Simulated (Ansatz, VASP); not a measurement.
# Pt in VASP and in Ansatz

```
Pt
1.0
     0.00000    1.98512    1.98512
     1.98512    0.00000    1.98512
     1.98512    1.98512    0.00000
Pt
1
Cartesian
  0.0000 0.0000 0.0000
```

Alike in both runs: functional PBE; k mesh 18 × 18 × 18; occupations gaussian, width 0.1 eV; no spin polarisation.

Ansatz relaxed the structure, and its values are those at the end. VASP's run is a single point on that final structure, the one shown.

|  | VASP | Ansatz |
| --- | --- | --- |
| version | VASP 6.6.1 | Ansatz 0.2.0 |
| potentials or method | VASP PAW PBE potentials, release 64 (Pt) | scalar-relativistic, plane waves, PAW |
| plane-wave cutoff (eV) | 520 | 420 |
| valence electrons in the cell | 10 | 18 |

```csv
,VASP,Ansatz,Ansatz less VASP
gap on the k mesh at the Fermi level (eV),none,none,-
pressure (GPa),-0.5,0.0,+0.49
```

A gap of «none» marks a metal or a gap that the smearing closes. The two sets of potentials don't hold the same shells in valence.

The runs have no spin-orbit coupling, so splittings on Pt are missing.
